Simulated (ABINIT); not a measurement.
Runs of ABINIT 10.8.3 (patched build) on PtSe2 (Sudovikovite). Symmetry: P-3m1, No. 164, trigonal system. The conventional cell has a = 3.724 Å, b = 3.724 Å, c = 5.062 Å, α = 90.00°, β = 90.00°, γ = 120.00°. Pt (site symmetry -3m) has 6 Se at 2.49 Å as nearest neighbours. Se (site symmetry 3m) is surrounded by 3 Pt at 2.49 Å. 

| task | level | potentials or basis | cell | k mesh | cutoff (eV) | cutoff smearing ecutsm (Ha) | stop of the response cycle (tolvrs) | q points | q points (reduced) | fine-grid cutoff | gap on the mesh (eV) | pressure (GPa) | largest force (eV/Å) |
| --- | --- | --- | --- | --- | --- | --- | --- | --- | --- | --- | --- | --- | --- |
| single point | LDA | PseudoDojo NC SR LDA v0.4.1 standard | as given | 6 × 6 × 4 | 1088 | - | - | - | - | - | none | (a) | 0.18 |
| phonons at a zone-boundary q | PBEsol | Ansatz PAW PBE default generated set, frozen core | cell relaxed at zero pressure by an earlier run | 6 × 6 × 4, shifted | 419 | 0.5 | 1e-08 | ["M"] | [[0.5, 0.0, 0.0]] | 838.111 eV | - | -0.1 | 0.03 |
| single point | PBEsol | Ansatz PAW PBE default generated set, frozen core | cell relaxed | 6 × 6 × 4 | 419 | - | - | - | - | 838.111 eV | none | -0.1 | - |
| relaxation of cell and atoms | PBEsol | Ansatz PAW PBE default generated set, frozen core | relaxed | 6 × 6 × 4 | 419 | 0.5 | - | - | - | 838.111 eV | none | 0.0 | - |

Alike in all rows: no spin polarisation; smearing fermi-dirac 0.05 eV.

Q: Estimate the missing entries.

A: (a) -0.8.

Caveats: the PAW data sets were made with another functional, which shifts forces and pressure a little (some runs); the atomic spheres overlap (some runs); the mesh is coarse for a metal's response (some runs); some modes are imaginary (some runs).

A k mesh can miss the band edges, and the runs leave out spin-orbit coupling on Pt, Se.

A gap of «none» marks a metal or a gap under the smearing width.

Runs at the PBE level aren't shown here.
